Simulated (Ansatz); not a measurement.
ZnS:

```xyz
2
Lattice="0.0000 2.7020 2.7020 2.7020 0.0000 2.7020 2.7020 2.7020 0.0000" Properties=species:S:1:pos:R:3 pbc="T T T"
Zn    4.0530    4.0530    4.0530
S     0.0000    0.0000    0.0000
```

Base run:

```yaml
Program: Ansatz 0.2.0
Functional: PBE
Potentials_or_basis: all-electron PAW datasets made for the crystal
Cutoff: 280 eV
Density_cutoff: 1120 eV
k_mesh: 6 × 6 × 6
Occupations: fermi-dirac, width 0.05 eV
Spin: no spin polarisation
```

Its results: band gap on the k mesh 2.11 eV, direct.

Q: After a change of settings the same cell gave: band gap on the k mesh 4.01 eV, direct. Which change was it?
A. potentials or basis from all-electron PAW datasets made for the crystal to all-electron LAPW, scalar-relativistic; cutoff from 280 eV to 244 eV; density cutoff from 1120 eV to 975 eV; occupations from fermi-dirac, width 0.05 eV to fermi-dirac, width 0.02 eV
B. functional from PBE to PBEsol
C. functional from PBE to HSE06; cutoff from 280 eV to 310 eV; density cutoff from 1120 eV to 1240 eV
D. functional from PBE to PBE0; cutoff from 280 eV to 310 eV; density cutoff from 1120 eV to 1240 eV

A: D.

PBE0 gives the wider gap, since exact exchange removes part of the self-interaction.

Not every run made on this cell is shown here.
